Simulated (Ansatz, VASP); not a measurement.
## CdTe in two plane-wave programs

Aim: how closely do two programs agree when they are given the same cell, functional and k mesh? Of the first pair: The cell is taken from a series of runs on this material, whose earlier steps may have relaxed, scaled, displaced or heated it; both programs get it as it stands.

Main program and level: Ansatz 0.2.0; plane waves, with VASP 6.6.1 beside it; relaxation of cell and atoms at PBEsol and single point at PBEsol.

**1. Starting point**

It takes space group F-43m (No. 216, cubic). Conventional cell: a = 6.490 Å, b = 6.490 Å, c = 6.490 Å, α = 90.00°, β = 90.00°, γ = 90.00°. Te has 4 Cd at 2.81 Å nearest. Nearest to Cd lie 4 Te at 2.81 Å. Farther neighbours and most contacts between anions are not listed.

**2. VASP: relaxation of cell and atoms, PBEsol**

The relaxed volume is the usual yardstick between codes: in a stiff, nearly cubic crystal its relative difference is about their pressure difference at one cell divided by the bulk modulus.

Lines of VASP's logs that name or quote its potential files are left out, and so is its time.

INCAR

```
SYSTEM = CdTe
PREC = Accurate
ENCUT = 500
EDIFF = 1E-07
NELM = 120
ISMEAR = -1
SIGMA = 0.02
LREAL = .FALSE.
ALGO = Normal
GGA = PS
NBANDS = 15
LORBIT = 11
LWAVE = .FALSE.
LCHARG = .FALSE.
ISIF = 3
IBRION = 2
NSW = 80
EDIFFG = -0.005
LASPH = .TRUE.
GGA_COMPAT = .FALSE.
NELMIN = 4
EFERMI = MIDGAP
KPAR = 2
```

POSCAR

```
CdTe
1.0
    0.0000000000      3.2448352357      3.2448352357
    3.2448352357      0.0000000000      3.2448352357
    3.2448352357      3.2448352357      0.0000000000
Te Cd
1 1
Direct
    0.7500000000      0.7500000000      0.7500000000
    0.0000000000      0.0000000000      0.0000000000
```

KPOINTS

```
Automatic mesh
0
Gamma
7 7 7
0 0 0
```

Potentials, in the order of the species: Te and Cd (PBE family, release 64).

Run with:

```console
$ mpirun -np 2 vasp_std
```

Numbers of over 12 decimals in the logs are rounded to 6 here.

Log:

```text
[banner, memory and clock lines left out]
running    2 mpi-ranks, on    1 nodes
 distrk:  each k-point on    1 cores,    2 groups
 distr:  one band on    1 cores,    1 groups

 POSCAR found type information on POSCAR TeCd
 POSCAR found :  2 types and       2 ions
|                                                                             |
|               ----> ADVICE to this user running VASP <----                  |
|                                                                             |
|     You enforced a specific xc type in the INCAR file but a different       |
|     [... a line on the potential file left out ...]
|     I HOPE YOU KNOW WHAT YOU ARE DOING!                                     |
|                                                                             |

 LDA part: xc-table for (Slater+PW92), standard interpolation
 POSCAR, INCAR and KPOINTS ok, starting setup
 FFT: planning ... GRIDC
 FFT: planning ... GRID_SOFT
 FFT: planning ... GRID
 WAVECAR not read
 entering main loop
       N       E                     dE             d eps       ncg     rms          rms(c)
DAV:   1     0.100651192851E+03    0.10065E+03   -0.81586E+03   600   0.101E+03
DAV:   2    -0.187866684202E+01   -0.10253E+03   -0.97834E+02   677   0.246E+02
DAV:   3    -0.570710661010E+01   -0.38284E+01   -0.38206E+01   747   0.501E+01
DAV:   4    -0.574339055487E+01   -0.36284E-01   -0.36282E-01   856   0.416E+00
DAV:   5    -0.574363709171E+01   -0.24654E-03   -0.24654E-03   761   0.259E-01    0.540E+00
DAV:   6    -0.550651539224E+01    0.23712E+00   -0.45764E-01   670   0.883E+00    0.453E+00
DAV:   7    -0.548877151680E+01    0.17744E-01   -0.10302E-01   635   0.222E+00    0.183E+00
DAV:   8    -0.548786496994E+01    0.90655E-03   -0.98095E-03   691   0.119E+00    0.511E-01
DAV:   9    -0.548783535692E+01    0.29613E-04   -0.74652E-04   698   0.299E-01    0.119E-01
DAV:  10    -0.548786696241E+01   -0.31605E-04   -0.10843E-04   698   0.991E-02    0.558E-02
DAV:  11    -0.548789088621E+01   -0.23924E-04   -0.45927E-05   643   0.402E-02    0.363E-02
DAV:  12    -0.548788895889E+01    0.19273E-05   -0.39183E-06   691   0.142E-02    0.189E-02
DAV:  13    -0.548788886348E+01    0.95411E-07   -0.42584E-07   733   0.360E-03
   1 F= -.54878889E+01 E0= -.54878889E+01  d E =-.548789E+01
 curvature:   0.00 expect dE= 0.000E+00 dE for cont linesearch  0.000E+00
 trial: gam= 0.00000 g(F)=  0.407E-47 g(S)=  0.342E-03 ort = 0.000E+00 (trialstep = 0.100E+01)
 search vector abs. value=  0.342E-03
 bond charge predicted
       N       E                     dE             d eps       ncg     rms          rms(c)
DAV:   1    -0.549217822207E+01   -0.42893E-02   -0.80322E-02   705   0.336E+00    0.481E-01
DAV:   2    -0.548845634020E+01    0.37219E-02   -0.91412E-03   677   0.139E+00    0.159E-01
DAV:   3    -0.548806847032E+01    0.38787E-03   -0.82446E-04   698   0.291E-01    0.132E-01
DAV:   4    -0.548800386667E+01    0.64604E-04   -0.10106E-04   649   0.730E-02    0.214E-02
DAV:   5    -0.548800041062E+01    0.34561E-05   -0.10335E-05   656   0.396E-02    0.163E-02
DAV:   6    -0.548800012443E+01    0.28619E-06   -0.25334E-06   671   0.159E-02    0.397E-03
DAV:   7    -0.548800012959E+01   -0.51616E-08   -0.35574E-07   684   0.756E-03
   2 F= -.54880001E+01 E0= -.54880001E+01  d E =-.111266E-03
 trial-energy change:   -0.000111  1 .order   -0.000119   -0.000342    0.000103
 step:   0.7475(harm=  0.7681)  dis= 0.00000  next Energy=    -5.488013 (dE=-0.124E-03)
 bond charge predicted
       N       E                     dE             d eps       ncg     rms          rms(c)
DAV:   1    -0.548827886409E+01   -0.27874E-03   -0.51086E-03   705   0.844E-01    0.120E-01
DAV:   2    -0.548803913170E+01    0.23973E-03   -0.58975E-04   691   0.353E-01    0.392E-02
DAV:   3    -0.548801540885E+01    0.23723E-04   -0.52104E-05   691   0.725E-02    0.325E-02
DAV:   4    -0.548801318446E+01    0.22244E-05   -0.63452E-06   649   0.184E-02    0.529E-03
DAV:   5    -0.548801328135E+01   -0.96888E-07   -0.63625E-07   649   0.983E-03
   3 F= -.54880133E+01 E0= -.54880133E+01  d E =-.124418E-03
 curvature:  -0.38 expect dE=-0.130E-06 dE for cont linesearch -0.130E-06
 trial: gam=-0.03054 g(F)=  0.376E-46 g(S)=  0.340E-06 ort = 0.108E-04 (trialstep = 0.950E+00)
 search vector abs. value=  0.438E-09
 reached required accuracy - stopping structural energy minimisation
```

From OUTCAR (step 2):

```text
ion  position               nearest neighbor table
   1  0.750  0.750  0.750-   2 2.81   2 2.81   2 2.81   2 2.81
   2  0.000  0.000  0.000-   1 2.81   1 2.81   1 2.81   1 2.81

  LATTYP: Found a face centered cubic cell.
 ALAT       =     6.4896704714

 Subroutine GETGRP returns: Found 24 space group operations
 (whereof 24 operations were pure point group operations)

The static configuration has the point symmetry T_d .

 Found     20 irreducible k-points:

   k-points           NKPTS =     20   k-points in BZ     NKDIM =     20   number of bands    NBANDS=     15

   dimension x,y,z NGX =    36 NGY =   36 NGZ =   36
   dimension x,y,z NGXF=    72 NGYF=   72 NGZF=   72

   ENCUT  =  500.0 eV  36.75 Ry    6.06 a.u.   8.37  8.37  8.37*2*pi/ulx,y,z

   NELECT =      18.0000    total number of electrons

 k-points in reciprocal lattice and weights: Automatic mesh
   0.00000000  0.00000000  0.00000000       0.003
   0.14285714  0.00000000  0.00000000       0.023
   0.28571429  0.00000000  0.00000000       0.023
   0.42857143  0.00000000  0.00000000       0.023
   0.14285714  0.14285714  0.00000000       0.017
   0.28571429  0.14285714  0.00000000       0.070
   0.42857143  0.14285714  0.00000000       0.070
  -0.42857143  0.14285714  0.00000000       0.070
  -0.28571429  0.14285714  0.00000000       0.070
[...]
-0.42857143  0.42857143  0.14285714       0.070
  -0.28571429  0.42857143  0.14285714       0.070

 average (electrostatic) potential at core
       1 -91.3111       2 -39.0219

 E-fermi :   2.4727

 k-point     1 :       0.0000    0.0000    0.0000
  band No.  band energies     occupation
    ...
      5      -5.8283      2.00000
      6      -5.8283      2.00000
      7       2.1423      2.00000
      8       2.1423      2.00000
      9       2.1423      2.00000
     10       2.7812      0.00000
     11       6.6929      0.00000
     12       6.6929      0.00000
     13       6.6929      0.00000
     14       9.4307      0.00000
    ...

 k-point     2 :       0.1429    0.0000    0.0000
  band No.  band energies     occupation
    ...
      5      -5.8294      2.00000
      6      -5.8294      2.00000
      7       0.6693      2.00000
      8       1.9680      2.00000
      9       1.9680      2.00000
     10       3.7977      0.00000
     11       6.6946      0.00000
     12       6.9574      0.00000
     13       6.9574      0.00000
     14      10.3237      0.00000
    ...

 k-point     3 :       0.2857    0.0000    0.0000
  band No.  band energies     occupation
    ...
      5      -5.8277      2.00000
      6      -5.8277      2.00000
      7      -0.9891      2.00000
      8       1.6325      2.00000
      9       1.6325      2.00000
     10       4.0221      0.00000
     11       7.2881      0.00000
     12       7.2881      0.00000
     13       7.7706      0.00000
     14      10.1689      0.00000
    ...

  Total        0.0021674      0.0021674      0.0021674     -0.0000000      0.0000000      0.0000000
  in kB        0.0506323      0.0506323      0.0506323     -0.0000000      0.0000000      0.0000000
  external PRESSURE =       0.0506323 kB  Pullay stress =       0.0000000 kB

  energy-cutoff  :      500.00
  volume of cell :       68.58
      direct lattice vectors                 reciprocal lattice vectors
     0.000000000  3.248857256  3.248857256    -0.153900267  0.153900267  0.153900267
     3.248857256  0.000000000  3.248857256     0.153900267 -0.153900267  0.153900267
     3.248857256  3.248857256  0.000000000     0.153900267  0.153900267 -0.153900267

 POSITION                                       TOTAL-FORCE (eV/Angst)
 -----------------------------------------------------------------------------------
      4.87329      4.87329      4.87329        -0.000000     -0.000000     -0.000000
      0.00000      0.00000      0.00000         0.000000      0.000000      0.000000
 -----------------------------------------------------------------------------------
    total drift:                               -0.000000     -0.000000     -0.000000

  FREE ENERGIE OF THE ION-ELECTRON SYSTEM (eV)
  ---------------------------------------------------
  free  energy   TOTEN  =        -5.4880132814 eV

  energy  without entropy=       -5.4880132806  energy(sigma->0) =       -5.48801328

 reached required accuracy - stopping structural energy minimisation

 total charge
# of ion       s       p       d       tot
------------------------------------------
    1        1.352   2.043   0.021   3.416
    2        0.472   0.315   9.527  10.315
--------------------------------------------------
tot          1.825   2.358   9.548  13.731

[... 3 further parts left out ...]
```

CONTCAR:

```
CdTe
   1.00000000000000
     0.0000000000000000    3.2488572563178062    3.2488572563178062
     3.2488572563178062    0.0000000000000000    3.2488572563178062
     3.2488572563178062    3.2488572563178062    0.0000000000000000
  Te              Cd
     1     1
Direct
     0.7500000000000000    0.7500000000000000    0.7500000000000000
     0.0000000000000000    0.0000000000000000    0.0000000000000000
```

**3. Ansatz: relaxation of cell and atoms, PBEsol**

Ansatz runs on its PAW soft_1 files.

The same cell, functional, mesh and smearing now go to Ansatz.

input.yaml

```yaml
crystal:
  lattice:
    - [0.0, 3.2448352357, 3.2448352357]
    - [3.2448352357, 0.0, 3.2448352357]
    - [3.2448352357, 3.2448352357, 0.0]
  atoms:
    - { symbol: Te, position: [0.75, 0.75, 0.75] }
    - { symbol: Cd, position: [0.0, 0.0, 0.0] }
kpoints:
  mp_grid: { grid: [7, 7, 7] }
scf:
  occupations: { method: fermi_dirac, width: 0.02 }
hamiltonian:
  xc: pbesol
  pseudopotentials: { kind: paw, azcp: { folder: soft_1 }, xc_functional: pbe }
basis:
  ecutwfc: 600
output:
  forces: true
  stress: true
relax:
  f_tol: 0.005
  max_steps: 70
  cell: { stress_tol: 0.02, p_target: 0 }
```

Run with:

```console
$ ansatz run input.yaml --threads 4 --pin off --max-ram 10240MiB --backend cpu --events-out ev --progress --plain --runs-dir out
```

Log:

```text
Engine: ansatz 0.2.0, aarch64-unknown-linux-gnu
Pseudopotentials: kind: paw
Pseudopotential: Te, paw, valence charge 16, recommended cutoff 420 eV (normal), soft_1/Te.paw.azcp
Pseudopotential: Cd, paw, valence charge 20, recommended cutoff 420 eV (normal), soft_1/Cd.paw.azcp
Functional definition: PBEsol
  exchange = pbesol_x
  correlation = pbesol_c
Crystal: 2 atoms, lattice volume = 68.329 Å³
Basis set: ecut = 600 eV, 2277 PW (Γ), exchange–correlation on 80×80×80 points (8 copies of the dense FFT grid, shifted against one another)
Bands: 22, of which v1, the nominal top of the filled ones, is band 18 counted from 1 (17 counted from 0)
Symmetry: 24 space group operations
Space group: F-43m (ITA 216), of the structure as read, at distance tolerance 4.1e-5 Å
k-points: 20 of 343 (time reversal used)
Non-local potential: Te, projectors of the file, l = 0: 2, l = 1: 2, l = 2: 2, l = 3: 1
Non-local potential: Cd, projectors of the file, l = 0: 3, l = 1: 2, l = 2: 2, l = 3: 1
PAW form: soft (Blöchl's): semilocal exchange-correlation on the pseudo side does not see the compensation charge
PAW frozen core: Te, regenerated for the run's functional, and the local potential with it (the file was generated under x = pbe(κ = 0.804, μ = 0.219515), c = pbe(β = 0.066725))
PAW frozen core: Cd, regenerated for the run's functional, and the local potential with it (the file was generated under x = pbe(κ = 0.804, μ = 0.219515), c = pbe(β = 0.066725))
PAW one-centre angular grid: Te, 590 points (default); XC on 64 Gauss nodes
PAW one-centre angular grid: Cd, 590 points (default); XC on 64 Gauss nodes
Initial density: superposition of atomic densities (chi_scale 0.1, normalization cell, long waves kept (reshape's long-wave potential 0.00 eV rms))
Initial wavefunctions: pseudopotential atomic-orbital guess
Functional: x = pbesol(κ = 0.804, μ = 0.123457), c = pbesol(β = 0.046)
SCF iter   1: F=—  HF=-15086.537587 eV  |F-HF|=—  |Δ(HF+E_count)|=         —  Δρ=1.99e-2  dr2=1.93e-1  ethr=3.10e-3  ⟨swp⟩=7.7  Hψ=2285  notcnv=0
preconditioner: auto → none  [insulator: Δε(μ)=0.572 eV  Ē_g=11.454 eV  σ=0.020 eV  W_gap=1.00  n_scr=14 (ndim 8)  ℏωp=19.1 eV  f_vac=0.157  D(μ)=0.00/eV (n_scr^D=0)  ε∞_Penn≈3.8]
SCF iter   2: F=—  HF=-15086.499278 eV  |F-HF|=—  |Δ(HF+E_count)|=   3.83e-2  Δρ=8.36e-3  dr2=4.07e-2  ethr=5.36e-4  ⟨swp⟩=3.0  Hψ=1051  notcnv=0
SCF iter   3: F=—  HF=-15086.498701 eV  |F-HF|=—  |Δ(HF+E_count)|=   5.77e-4  Δρ=4.04e-3  dr2=7.27e-3  ethr=1.13e-4  ⟨swp⟩=3.0  Hψ=747  notcnv=0
SCF iter   4: F=—  HF=-15086.498384 eV  |F-HF|=—  |Δ(HF+E_count)|=   3.18e-4  Δρ=6.13e-4  dr2=1.19e-4  ethr=2.02e-5  ⟨swp⟩=2.0  Hψ=840  notcnv=0
SCF iter   5: F=—  HF=-15086.498426 eV  |F-HF|=—  |Δ(HF+E_count)|=   4.29e-5  Δρ=1.61e-4  dr2=9.16e-6  ethr=3.31e-7  ⟨swp⟩=2.0  Hψ=780  notcnv=0
SCF iter   6: F=—  HF=-15086.498420 eV  |F-HF|=—  |Δ(HF+E_count)|=   6.09e-6  Δρ=3.28e-5  dr2=3.51e-7  ethr=2.54e-8  ⟨swp⟩=2.0  Hψ=720  notcnv=0
SCF iter   7: F=-15086.498421 eV  HF=-15086.498420 eV  |F-HF|=4.47e-9  |Δ(HF+E_count)|=   1.38e-7  Δρ=2.83e-6  dr2=5.64e-9  ethr=2.78e-10  ⟨swp⟩=5.0  Hψ=1698  notcnv=0
SCF 1 converged in 7 iterations: F = -15086.498421 eV  dr2 = 5.64e-9
  greatest PAW one-centre occupation: 1.000 electrons in one spin orbital (limit 2), on the Cd atom at site 1 (counted from 0), in its partial waves of l = 0
relax step   1: F+E_penalty+E_count = -15086.49842050 eV  Δ(F+E_penalty+E_count) = +0.000e0 eV  max|allowed force component| = 1.480e-16 eV/Å  Δτ_max = 0.0000 Å  P = -0.001 GPa  Ω = 68.329 Å³  (7 SCF iters, dr2 threshold 1.00e-7 eV, accepted)
Initial density: handed on by an earlier stage of this run
Initial wavefunctions: pseudopotential atomic-orbital guess (no wavefunctions were taken with the density)
iter 1 solved again at ethr=2.99e-7 eV; its pass at ethr=3.10e-3 eV (dr2=1.08e-4 eV) is discarded
SCF iter   1: F=—  HF=-15086.498425 eV  |F-HF|=—  |Δ(HF+E_count)|=         —  Δρ=2.56e-6  dr2=3.63e-9  ethr=2.99e-7  ⟨swp⟩=3.6  Hψ=3511  notcnv=0
eigensolver tolerance schedule: the retry pair's looser diagonalisation over-reported the residual by 29615.05 of it (diagonalisation noise at an unbounded share of the residual, at the tolerance the schedule requests for it); recorded, not acted on — ethr = c·dr2/N_el stays at c = 1.0e-1
preconditioner: auto → none  [insulator: Δε(μ)=0.646 eV  Ē_g=11.304 eV  σ=0.020 eV  W_gap=1.00  n_scr=14 (ndim 8)  ℏωp=19.1 eV  f_vac=0.183  D(μ)=0.00/eV (n_scr^D=0)  ε∞_Penn≈3.8]
SCF iter   2: F=—  HF=-15086.498421 eV  |F-HF|=—  |Δ(HF+E_count)|=   4.95e-6  Δρ=1.94e-6  dr2=2.48e-9  ethr=1.01e-11  ⟨swp⟩=4.0  Hψ=1030  notcnv=0
SCF iter   3: F=—  HF=-15086.498421 eV  |F-HF|=—  |Δ(HF+E_count)|=   1.70e-9  Δρ=5.74e-7  dr2=2.70e-10  ethr=6.88e-12  ⟨swp⟩=2.0  Hψ=620  notcnv=0
SCF iter   4: F=—  HF=-15086.498421 eV  |F-HF|=—  |Δ(HF+E_count)|=  1.67e-10  Δρ=3.12e-7  dr2=8.82e-11  ethr=1.00e-12  ⟨swp⟩=3.0  Hψ=797  notcnv=0
SCF iter   5: F=—  HF=-15086.498421 eV  |F-HF|=—  |Δ(HF+E_count)|=  2.73e-11  Δρ=1.42e-7  dr2=7.37e-12  ethr=1.00e-12  ⟨swp⟩=1.0  Hψ=440  notcnv=0
SCF iter   6: F=-15086.498421 eV  HF=-15086.498421 eV  |F-HF|=0.00e0  |Δ(HF+E_count)|=  1.82e-12  Δρ=5.18e-8  dr2=1.60e-12  ethr=1.00e-12  ⟨swp⟩=6.0  Hψ=1823  notcnv=0
SCF 2 converged in 6 iterations: F = -15086.498421 eV  dr2 = 1.60e-12
relax step   2: F+E_penalty+E_count = -15086.49842051 eV  Δ(F+E_penalty+E_count) = -1.339e-9 eV  max|allowed force component| = 1.665e-16 eV/Å  Δτ_max = 0.0000 Å  P = -0.001 GPa  Ω = 68.329 Å³  stress off target by 7.05e-4 GPa  SCF on the basis re-selected at this cell (its energy is not comparable with the rows above)  (6 SCF iters)
basis re-selected at this cell: Δ(F+E_penalty+E_count) = -1.339e-9 eV, ΔP = -0.000 GPa vs the last step (what re-selecting the basis moved, of the pressure what is left beyond the Pulay correction that the steps carried, after the strain that the cell walked since its last selection, with what the two solves' SCF thresholds leave and, on support functions, any second-order correction that the steps lacked; it is no m [...]
SCF converged after 6 iterations
Free energy (F): -15086.498421 eV
Harris-Foulkes:  -15086.498421 eV  (|F-HF|=0.00e0)
Internal energy: -15086.498421 eV  (E = F + TS)
E sigma→0 (E₀):  -15086.498421 eV
Fermi energy:    7.589097 eV
--- Per-component energies (eV) ---
  E_band       = -795.597408
  E_kinetic    = 613.338262
  E_local      = -5821.702782  (includes V_loc(G=0)·N_el)
  E_nonlocal   = 191.798021
  E_hartree    = 2736.786277
  E_xc         = -276.597310
  E_vxc        = -297.108635  (∫ρ·V_xc dr)
  E_paw        = -8624.642747  (= ΣΔE_a)
  E_vpaw       = -955.494822  (= ΣTr[D̂ρ^β])
  E_aug_tail   = -0.000063  (compensation charges beyond the density's cutoff)
  E_ewald      = -3906.194851
  E_core_change = 0.716772  (= ΣΔE_core)
  E_smearing   = -0.000000  (= −TS)
  E_closure    = 0.000000  (closes the sum)
  Σ components = -15086.498421   (vs F -15086.498421, Δ=0.00e0)
--- Forces (eV/Å), atoms counted from 1 ---
  atom   1  Te     0.00000000    -0.00000000     0.00000000
  atom   2  Cd    -0.00000000     0.00000000     0.00000000
  max |Σ_I F_I| component: 3.70e-17 eV/Å
--- Stress (GPa, compression-positive) ---
       -0.000705       0.000000      -0.000000
        0.000000      -0.000705       0.000000
       -0.000000       0.000000      -0.000705
  P = ⅓ Tr σ = -0.0007 GPa (-0.007 kbar)
--- Relaxed structure (1 steps of the walk, 1 accepted, 1 SCFs on fresh bases) ---
  F+E_penalty+E_count = -15086.49842051 eV   max|allowed force component| = 1.665e-16 eV/Å   (the final SCF, on the basis selected at the relaxed cell)
  cell:  # Å, volume = 68.3295 Å³
    - [0.0, 3.2448352357, 3.2448352357]
    - [3.2448352357, 0.0, 3.2448352357]
    - [3.2448352357, 3.2448352357, 0.0]
  atoms:
    - { symbol: Te, position: [0.750000, 0.750000, 0.750000] }
    - { symbol: Cd, position: [0.0, 0.0, 0.0] }
```

In the SCF lines HF is the Harris–Foulkes energy and dr2 the Hartree energy of the density residual, in eV; the loop may stop once dr2 is under the threshold and the program's other checks hold. Hψ counts applications of the Hamiltonian.

**4. Side by side**

Known differences besides the potentials themselves: the data sets hold 36 valence electrons in Ansatz (on its PAW soft_1 files) and 18 in VASP; the cutoff is 600 eV in Ansatz and 500 eV in VASP; Ansatz makes its cores anew for this functional, VASP keeps those of its PBE data sets; Ansatz adds a Pulay correction to the stress that steers its cell, VASP none. Total energies have different zeros and are not compared.

Compared:

```
                                         quantity  Ansatz   VASP  difference
                                      volume (Å³)   68.33  68.58     -0.37 %
edge a after relaxation, in the typed setting (Å)   4.589  4.595     -0.12 %
```

(Part 1 of 2 ends here.)

[Lines on the potential files, build, host, timing and source positions are cut from VASP's logs without a mark.]

[Logs are printed without paths, hosts, clocks, repeated set-up lines and the standing remarks that a program may print on its own settings, such as how far it seeks lower states.]

[Hosts, paths, dates, database ids (printed as entryN), source tags and the programs' standing remarks are cut or masked in the printed files.]
